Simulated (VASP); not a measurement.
Input of a VASP 6.6.1 run:

The input POSCAR:

```
Si
1.0
    0.0000000000      2.7176300000      2.7176300000
    2.7176300000      0.0000000000      2.7176300000
    2.7176300000      2.7176300000      0.0000000000
Si
2
Direct
    0.5000000000      0.5000000000      0.5000000000
    0.7500000000      0.7500000000      0.7500000000
```

File INCAR.step1:

```
PREC     = Accurate       # precision mode
ENCUT    = 520            # plane-wave cutoff, eV
ISMEAR   = 0              # smearing method
SIGMA    = 0.02           # smearing width, eV
LREAL    = False          # projectors in reciprocal space
LASPH    = True           # aspherical terms in the spheres
NELM     = 60             # most SCF steps
ALGO     = Normal         # electronic algorithm
ISIF     = 2              # what is computed and relaxed
LWAVE    = True           # write WAVECAR
LCHARG   = False          # write CHGCAR
GGA      = PE             # functional
EDIFF    = 1E-5           # SCF threshold, eV
```

INCAR.step2

```
PREC     = Accurate       # precision mode
ENCUT    = 520            # plane-wave cutoff, eV
EDIFF    = 1E-8           # SCF threshold, eV
ISMEAR   = 0              # smearing method
SIGMA    = 0.02           # smearing width, eV
LREAL    = False          # projectors in reciprocal space
LASPH    = True           # aspherical terms in the spheres
NELM     = 60             # most SCF steps
ALGO     = Normal         # electronic algorithm
ISIF     = 2              # what is computed and relaxed
LWAVE    = False          # write WAVECAR
LCHARG   = False          # write CHGCAR
GGA      = PE             # functional
LHFCALC  = True           # exact exchange
HFSCREEN = 0.2            # screening, 1/A
PRECFOCK = Fast         
LCALCEPS = True         
ISTART   = 1
```

File KPOINTS:

```
Automatic mesh
0
Gamma
  6 6 6
```

Potentials or basis: VASP PAW PBE potentials, release 64 (Si).

The run is started by

```sh
$ cat potpaw_PBE.64/Si/POTCAR > POTCAR
$ cp INCAR.step1 INCAR
$ mpirun -np 1 vasp_std > vasp.out
$ cp INCAR.step2 INCAR
$ mpirun -np 1 vasp_std > vasp.out
```

Estimate the electronic dielectric tensor (diagonal).

10.79.

Predict the Born charges (mean of the diagonal).

Si +0.00 e.

What does it give for the band gap on the k mesh?

1.31 eV, indirect (least direct gap 3.34 eV).

Electronic dielectric tensor:
```
10.79  0.00  0.00
 0.00 10.79  0.00
 0.00  0.00 10.79
```

A k mesh can miss the band edges.
